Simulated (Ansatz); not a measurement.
Input and command of a plane-wave DFT calculation in Ansatz:

```yaml
crystal:
  lattice:
    - [3.2700731268, 0.0, 0.0]
    - [-1.6350365634, 2.8319664001, 0.0]
    - [0.0, 0.0, 5.2950390866]
  atoms:
    - { symbol: Hf, position: [0.6666666667, 0.3333333333, 0.75] }
    - { symbol: Hf, position: [0.3333333333, 0.6666666667, 0.25] }
    - { symbol: "N", position: [0.0, 0.0, 0.0] }
    - { symbol: "N", position: [0.0, 0.0, 0.5] }
basis:
  ecutwfc: 500
kpoints:
  mp_grid: { grid: [18, 18, 10] }
hamiltonian:
  xc: r2scan
scf:
  occupations: { method: gaussian, width: 0.1 }
output:
  forces: true
  stress: true
  eigenvalues: true
relax:
  adjacent_minimum: "off"
  f_tol: 0.008
  max_steps: 40
  cell: { stress_tol: 0.015, fix: [a, b, gamma] }
```

```bash
ansatz run input.yaml --threads 1 --pin off --max-ram 2560MiB --backend cpu --events-out ev --progress --plain --runs-dir out
```

Processor: Intel(R) Xeon(R) Processor @ 2.50GHz (Skylake/Cascade Lake), 1 thread, on a host shared with other jobs.

Q: Estimate time, memory and problem size.

A: About 7.6 min on 1 thread of Intel(R) Xeon(R) Processor @ 2.50GHz (Skylake/Cascade Lake) (shared host), peak memory 0.76 GiB. It solves 38 bands at 222 k points (the mesh reduced by symmetry) with about 1237 plane waves (on the last cell), in 39 SCF iterations over 5 ionic steps.
